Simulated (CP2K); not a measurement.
Crystal: V.

```xyz
1
Lattice="2.7642 0.0000 0.0000 1.1437 2.3202 0.0000 1.4067 0.9065 2.1109" Properties=species:S:1:pos:R:3 pbc="T T T"
V     0.0000    0.0000    0.0000
```

This isn't the form of V at room conditions, which is bcc.

Base run:

* Program: CP2K 2026.2
* Functional: PBE
* Potentials or basis: POTENTIAL_UZH V GTH-PBE-q13; DZVP-MOLOPT-PBE-GTH basis
* Density cutoff: 6123 eV
* k mesh: 9 × 9 × 10
* Occupations: fermi-dirac, width 0.05 eV
* Spin: collinear spin, ferromagnetic start
* Starting moments: [2.0] μB
* Fixed moment: 2 μB

Its results: pressure 44.2 GPa.

**Question.** The run is repeated on the same cell with these changes: fixed moment from 2 μB to 0 μB. What comes out?

**Answer.** Pressure 4.5 GPa.

Caveats: the basis of atomic orbitals isn't converged, which shifts pressures, moduli and gaps; the total moment is fixed, so each spin has its own Fermi level; a pressure of tens of GPa on the cell as given is suspect, and the run, the potentials or the cell itself is likely at fault (some runs); the moment is held away from its start (some runs).
